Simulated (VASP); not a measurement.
**VASP 6.6.1 run: MoS2**

INCAR

```
ENCUT = 520
LCHARG = .FALSE.
NBANDS = 20
ISIF = 2
ISMEAR = -1
GGA = QQ
PREC = Accurate
NSW = 0
EDIFF = 1E-7
LASPH = .TRUE.
SIGMA = 0.02
LWAVE = .FALSE.
IBRION = -1
LREAL = .FALSE.
NELM = 63
```

KPOINTS

```
KPOINTS created by Atomic Simulation Environment
0
Gamma
12 12 4
0 0 0
```

POSCAR

```
Mo S
 1.0000000000000000
     3.2202374464190364   -0.0000000000000000    0.0000000000000000
    -1.6101187232095182    2.7888074348168157   -0.0000000000000000
     0.0000000000000000   -0.0000000000000000    5.9450267968125630
 Mo  S
   1   2
Cartesian
 -0.0000000000000000  0.0000000000000000 -0.0000000000000000
 -0.0000000000000000  1.8592049565445441  1.5458917519004469
  1.6101187232095178  0.9296024782722720  4.3991350449121187
```

The recommended LDA PAW datasets give the neutral cell 26 valence electrons.

Command

```
mpirun -np 1 vasp_std
```

Standard output (part)

```
POSCAR found type information on POSCAR MoS
 POSCAR found :  2 types and       3 ions
|     EEEEEEE  RRRRRR   RRRRRR   OOOOOOO  RRRRRR      ###     ###     ###     |
|     E        R     R  R     R  O     O  R     R     ###     ###     ###     |
|     E        R     R  R     R  O     O  R     R     ###     ###     ###     |
|     EEEEE    RRRRRR   RRRRRR   O     O  RRRRRR       #       #       #      |
|     E        R    R   R    R   O     O  R    R      ###     ###     ###     |
|     EEEEEEE  R     R  R     R  OOOOOOO  R     R     ###     ###     ###     |
|     Error: One of the selected functionals does not exist.                  |
|       ---->  I REFUSE TO CONTINUE WITH THIS SICK JOB ... BYE!!! <----       |
```

VASP stopped before the first electronic step.

The fault: unknown functional word.

The run took about 0.4 s on one core of a shared host (Intel Xeon 6975P-C).
